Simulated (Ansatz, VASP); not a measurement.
# One calculation of ZnS (Wurtzite-2H), two programs

INCAR

```
PREC     = Accurate       # precision mode
ENCUT    = 600            # plane-wave cutoff, eV
EDIFF    = 1E-7           # SCF threshold, eV
ISMEAR   = -1             # smearing method
SIGMA    = 0.05           # smearing width, eV
LREAL    = F              # projectors in reciprocal space
LASPH    = T              # aspherical terms in the spheres
NELM     = 60             # most SCF steps
ALGO     = Normal         # electronic algorithm
ISIF     = 3              # what is computed and relaxed
LWAVE    = F              # write WAVECAR
LCHARG   = F              # write CHGCAR
GGA      = PE             # functional
IBRION   = 2              # ionic algorithm
NSW      = 40             # ionic steps
EDIFFG   = -0.02          # ionic threshold
```

File KPOINTS:

```
Automatic mesh
0
Gamma
  8 8 5
```

Contents of POSCAR:

```
ZnS
1.0
    3.8110000000      0.0000000000      0.0000000000
   -1.9055000000      3.3004228138      0.0000000000
    0.0000000000      0.0000000000      6.2340000000
Zn S
2 2
Direct
    0.6666666667      0.3333333333      0.5000000000
    0.3333333333      0.6666666667      0.0000000000
    0.6666666667      0.3333333333      0.8850000000
    0.3333333333      0.6666666667      0.3850000000
```

input.yaml

```yaml
crystal:
  lattice:
    - [3.811, 0.0, 0.0]
    - [-1.9055, 3.3004228138, 0.0]
    - [0.0, 0.0, 6.234]
  atoms:
    - { symbol: Zn, position: [0.6666666667, 0.3333333333, 0.5] }
    - { symbol: Zn, position: [0.3333333333, 0.6666666667, 0.0] }
    - { symbol: S, position: [0.6666666667, 0.3333333333, 0.885] }
    - { symbol: S, position: [0.3333333333, 0.6666666667, 0.385] }
hamiltonian:
  xc: pbe
  pseudopotentials: { kind: paw }
kpoints:
  mp_grid: { grid: [8, 8, 5] }
scf:
  occupations: { method: fermi_dirac, width: 0.05 }
output:
  forces: true
  stress: true
relax:
  f_tol: 0.01
  max_steps: 40
  cell: { stress_tol: 0.05 }
```

Alike in both runs: task relaxation of cell and atoms; functional PBE; k mesh 8 × 8 × 5; occupations fermi-dirac, width 0.05 eV; no spin polarisation.

|  | VASP | Ansatz |
| --- | --- | --- |
| version | VASP 6.6.1 | Ansatz 0.2.0 |
| potentials or method | VASP PAW PBE potentials, release 64 (Zn, S) | Ansatz PAW |
| plane-wave cutoff (eV) | 600 | 420 |
| valence electrons in the cell | 36 | 36 |

```csv
,VASP,Ansatz,Ansatz less VASP
relaxed volume (Å³/atom),20.22,20.19,-0.034
relaxed cell length with the largest relative difference (Å),3.851,3.846,-0.0054
energy change over the relaxation (meV/atom),-10,-9,+0.6
```

Caveats: the plane-wave basis is chosen anew once the cell has moved, so the energies of steps on either side of that aren't comparable (Ansatz). PBE usually gives volumes a little too large and moduli too small. Zero-point motion and thermal expansion aren't in these numbers.
